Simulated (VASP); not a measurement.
# Pd (I4/mmm) in VASP: a series of runs

The runs below take Pd through relaxation of cell and atoms, single point, with r2SCAN.

Program: VASP 6.6.1. These are calculated values, not measurements. Logs are shortened: lines on timing, memory, paths and dates and some standing lists are left out, and cuts for length are marked.

## (1) The crystal as given

Symmetry: I4/mmm, No. 139, tetragonal system. The conventional cell has a = 2.739 Å, b = 2.739 Å, c = 4.168 Å, α = 90.00°, β = 90.00°, γ = 90.00°. Pd (site symmetry 4/mmm) has 12 Pd at 2.74 to 2.85 Å as nearest neighbours.

The cell was built by a generator and needn't be a form met in nature.

## (2) Relaxation of cell and atoms, r2SCAN

Contents of POSCAR:

```
Pd
1.0
   -1.3696734646      1.3696734646      2.0837583665
    1.3696734646     -1.3696734646      2.0837583665
    1.3696734646      1.3696734646     -2.0837583665
Pd
1
Direct
    0.0000000000      0.0000000000      0.0000000000
```

Contents of INCAR.step1:

```
SYSTEM = Pd
  ALGO = Normal
  EDIFF = 1E-4
  ENCUT = 600
  GGA = PE
  ISMEAR = 0
  LASPH = .True.
  LCHARG = .False.
  LREAL = .False.
  LWAVE = .True.
  NELM = 100
  PREC = Accurate
  SIGMA = 0.1
```

Contents of INCAR.step2:

```
SYSTEM = Pd
  ALGO = Normal
  EDIFF = 1E-6
  EDIFFG = -0.04
  ENCUT = 600
  IBRION = 2
  ISIF = 3
  ISMEAR = 0
  ISTART = 1
  LASPH = .True.
  LCHARG = .False.
  LMIXTAU = .True.
  LREAL = .False.
  LWAVE = .False.
  METAGGA = R2SCAN
  NELM = 100
  NSW = 90
  PREC = Accurate
  SIGMA = 0.1
```

Contents of KPOINTS:

```
k-points
0
Gamma
  8 8 8
  0 0 0
```

Potentials or basis: VASP PAW PBE potentials, release 64 (Pd).

Started as:

```sh
$ cat potpaw_PBE.64/Pd/POTCAR > POTCAR
$ cp INCAR.step1 INCAR
$ mpirun -np 1 vasp_std > vasp.out
$ cp INCAR.step2 INCAR
$ mpirun -np 1 vasp_std > vasp.out
```

OUTCAR:

```text
SYSTEM = Pd
   EDIFF = 1E-6
   EDIFFG = -0.04
   ENCUT = 600
   IBRION = 2
   ISIF = 3
   ISMEAR = 0
   ISTART = 1
   LASPH = .True.
   LREAL = .False.
   METAGGA = R2SCAN
   NELM = 100
   NSW = 90
   PREC = Accurate

 ion  position               nearest neighbor table
   1  0.000  0.000  0.000-

  LATTYP: Found a body centered tetragonal cell.
 ALAT       =     2.7393469292
 C/A-ratio  =     1.5213541186

  Lattice vectors:

 A1 = (  -1.3696734646,   1.3696734646,   2.0837583665)
 A2 = (   1.3696734646,  -1.3696734646,   2.0837583665)
 A3 = (   1.3696734646,   1.3696734646,  -2.0837583665)

Analysis of symmetry for initial positions (statically):
=====================================================================
 Subroutine PRICEL returns:
 Original cell was already a primitive cell.

 Routine SETGRP: Setting up the symmetry group for a
 body centered tetragonal supercell.

 Subroutine GETGRP returns: Found 16 space group operations
 (whereof 16 operations were pure point group operations)
 out of a pool of 16 trial point group operations.

The static configuration has the point symmetry D_4h.

Analysis of symmetry for dynamics (positions and initial velocities):
=====================================================================
 Subroutine PRICEL returns:
 Original cell was already a primitive cell.

 Routine SETGRP: Setting up the symmetry group for a
 body centered tetragonal supercell.

 Subroutine GETGRP returns: Found 16 space group operations
 (whereof 16 operations were pure point group operations)
 out of a pool of 16 trial point group operations.

The dynamic configuration has the point symmetry D_4h.

 Subroutine INISYM returns: Found 16 space group operations
 (whereof 16 operations are pure point group operations),
 and found     1 'primitive' translations

----------------------------------------------------------------------------------------

                                     Primitive cell

  volume of cell :      15.6366

  direct lattice vectors                    reciprocal lattice vectors
    -1.369673465  1.369673465  2.083758367     0.000000000  0.365050512  0.239951046
     1.369673465 -1.369673465  2.083758367     0.365050512  0.000000000  0.239951046
     1.369673465  1.369673465 -2.083758367     0.365050512  0.365050512  0.000000000

  length of vectors
     2.845006104  2.845006104  2.845006104     0.436850525  0.436850525  0.516259386

  position of ions in fractional coordinates (direct lattice)
     0.000000000  0.000000000  0.000000000
[... 86 lines left out ...]
   PSTRESS=    0.0 pullay stress
   NELECT =      10.0000    total number of electrons
   NUPDOWN=      -1.0000    fix difference up-down
   EMIN   =  10.00;   EMAX   =-10.00  energy-range for DOS
   EFERMI =   0.00;   METHOD = LEGACY
   ISMEAR =     0;   SIGMA  =   0.10  broadening in eV -4-tet -1-fermi 0-gaus
   EFERMI_NEDOS =   21; number of points for ismear=-14 and -15
   IALGO  =     38    algorithm
   IMIX   =      4    mixing-type and parameters
     AMIX     =   0.40;   BMIX     =  1.00
     AMIX_MAG =   1.60;   BMIX_MAG =  1.00
  volume/ion in A,a.u.               =      15.64       105.52
  Fermi-wavevector in a.u.,A,eV,Ry     =   1.410461  2.665384 27.067426  1.989400
  Thomas-Fermi vector in A             =   2.532412
   LORBIT       =      0    0 simple, 1 ext, 2 COOP (PROOUT), +10 PAW based schemes
   METAGGA = R2SCAN    functional components
   LHFCALC =     F    Hartree Fock is set to
   AEXX    =    0.0000 exact exchange contribution
   IVDW    =     0    specifies the selected vdW correction
   LEPSILON=     F    determine dielectric tensor
   LRPA    =     F    only Hartree local field effects (RPA)
 conjugate gradient relaxation of ions
 non-spin polarized calculation
 Gauss-broadening in eV      SIGMA  =   0.10
  energy-cutoff  :      600.00
  volume of cell :       15.64
 maximum number of plane-waves:       541
   NGX = 11   NGY = 11   NGZ = 11

--------------------------------------- Ionic step        1  -------------------------------------------

 number of electron      10.0000000 magnetization

 Free energy of the ion-electron system (eV)
  ---------------------------------------------------
  ext. energy  EPLUGINS =         0.00000000
  ---------------------------------------------------
  free energy    TOTEN  =       -22.91380445 eV

  energy without entropy =      -22.90510251  energy(sigma->0) =      -22.90945348

------------------------ aborting loop because EDIFF is reached ----------------------------------------

  FORCE on cell =-STRESS in cart. coord.  units (eV):
  Direction    XX          YY          ZZ          XY          YZ          ZX
  --------------------------------------------------------------------------------------
  -------------------------------------------------------------------------------------
  Total       -0.4976936     -0.4976936     -0.8268056      0.0000000      0.0000000      0.0000000
  in kB      -50.9954190    -50.9954190    -84.7173881      0.0000000      0.0000000      0.0000000
  external PRESSURE =     -62.2360753 kB  Pullay stress =       0.0000000 kB
[... 22 lines left out ...]
--------------------------------------- Ionic step        2  -------------------------------------------

 number of electron      10.0000002 magnetization

 E-fermi :  10.2715     XC(G=0): -14.3430

 val. band max:       10.2309488602   @ k =   0.5000   0.1250   0.0000
 cond. band min:      10.2717046508   @ k =   0.5000   0.2500   0.0000
 fundamental gap:      0.0407557906
 Fermi energy:        10.2714838537

 k-point     1 :       0.0000    0.0000    0.0000
  band No.  band energies     occupation
      1       2.7106      2.00000
      2       6.7337      2.00000
      3       7.3199      2.00000
      4       7.3199      2.00000
      5       8.5013      2.00000
      6       9.0998      2.00000
      7      28.2477      0.00000
      8      32.4139      0.00000
      9      32.7319      0.00000
[... 415 lines left out ...]
--------------------------------------- Ionic step        6  -------------------------------------------

 number of electron       9.9999999 magnetization

 Free energy of the ion-electron system (eV)
  ---------------------------------------------------
  ext. energy  EPLUGINS =         0.00000000
  ---------------------------------------------------
  free energy    TOTEN  =       -22.93385884 eV

  energy without entropy =      -22.92356373  energy(sigma->0) =      -22.92871128

 E-fermi :   9.4343     XC(G=0): -13.9881

 val. band max:        9.4243028612   @ k =   0.5000   0.2500   0.0000
 cond. band min:       9.5217869471   @ k =  -0.3750   0.5000   0.3750
 fundamental gap:      0.0974840859
 Fermi energy:         9.4343032883

 k-point     1 :       0.0000    0.0000    0.0000
  band No.  band energies     occupation
      1       2.2844      2.00000
      2       6.5135      2.00000
      3       6.5285      2.00000
      4       6.5285      2.00000
      5       8.0880      2.00000
      6       8.1033      2.00000
      7      27.3446      0.00000
      8      31.9784      0.00000
      9      32.1937      0.00000
[... 304 lines left out ...]
  FREE ENERGIE OF THE ION-ELECTRON SYSTEM (eV)
  ---------------------------------------------------
  free  energy   TOTEN  =       -22.9338588392 eV

  energy  without entropy=      -22.9235637254  energy(sigma->0) =      -22.92871128

 reached required accuracy - stopping structural energy minimisation
```

OSZICAR.step1:

```text
N       E                     dE             d eps       ncg     rms          rms(c)
DAV:   1     0.426037352838E+02    0.42604E+02   -0.58440E+03  1078   0.118E+03
DAV:   2    -0.500158167769E+01   -0.47605E+02   -0.46302E+02  1135   0.203E+02
DAV:   3    -0.544026021271E+01   -0.43868E+00   -0.40795E+00  1209   0.220E+01
DAV:   4    -0.544269359576E+01   -0.24334E-02   -0.24333E-02  1252   0.160E+00
DAV:   5    -0.544271838449E+01   -0.24789E-04   -0.24789E-04  1189   0.140E-01    0.658E+00
DAV:   6    -0.520259369852E+01    0.24012E+00   -0.11912E+00  1086   0.102E+01    0.325E+00
DAV:   7    -0.519594268967E+01    0.66510E-02   -0.27607E-03  1158   0.627E-01    0.180E+00
DAV:   8    -0.519307668177E+01    0.28660E-02   -0.94516E-04  1096   0.244E-01    0.267E-02
DAV:   9    -0.519308081269E+01   -0.41309E-05   -0.13041E-05   574   0.406E-02
   1 F= -.51930808E+01 E0= -.51879493E+01  d E =-.102630E-01
```

Run time: 2.5 min. Hardware: 1 thread of Intel Xeon Platinum 8488C (Sapphire Rapids), shared host; peak memory 0.16 GiB.

What came out:

| Item | Value |
| --- | --- |
| Free energy | -22.9339 eV |
| Relaxed volume | 15.00 Å³/atom |
| Relaxed cell | a = 2.769 Å, b = 2.769 Å, c = 2.769 Å, α = 120.05°, β = 120.05°, γ = 89.91° |
| Space group after relaxing (to 0.05 Å) | Fm-3m (No. 225) |
| Energy gained by relaxing | 20.1 meV/atom |
| Ionic steps | 6 |
| Pressure after relaxing | 0.4 GPa |
| Band gap on the k mesh | none (metal or under the smearing width) |

The path:
```csv
step,energy change (eV),largest force (eV/Å),pressure (GPa),volume (Å³)
1,0.0000,0.0000,-6.22,15.64
2,0.0087,0.0000,10.85,14.30
3,-0.0134,0.0000,0.36,15.03
4,-0.0163,0.0000,0.28,15.02
5,-0.0200,0.0000,0.39,15.01
6,-0.0201,0.0000,0.41,15.00
```

Final structure:
```
Pd
1.0
    -1.38347    1.38347    1.95970
     1.38347   -1.38347    1.95970
     1.38347    1.38347   -1.95970
Pd
1
Cartesian
  1.3835 1.3835 1.9597
```

Levels at points of the mesh, in eV from the Fermi level:
| k point | band 3 | band 4 | band 5 | band 6 | band 7 | band 8 |
| --- | --- | --- | --- | --- | --- | --- |
| (0.00, 0.00, 0.00) | -2.91 | -2.91 | -1.35 | -1.33 | 17.91 | 22.54 |
| (0.50, 0.00, 0.00) | -2.97 | -0.11 | -0.10 | 1.22 | 7.49 | 17.29 |
| (0.50, 0.50, 0.00) | -0.16 | 0.23 | 0.24 | 3.58 | 11.05 | 13.72 |
| (0.50, 0.50, 0.50) | -0.16 | 0.23 | 0.23 | 3.55 | 11.01 | 13.75 |

Caveat: the k mesh is coarse (spacing up to 0.41 Å⁻¹), so the values aren't converged; the PAW data sets were made with another functional, which shifts forces and pressure a little.

(Part 1 of 2 ends here.)
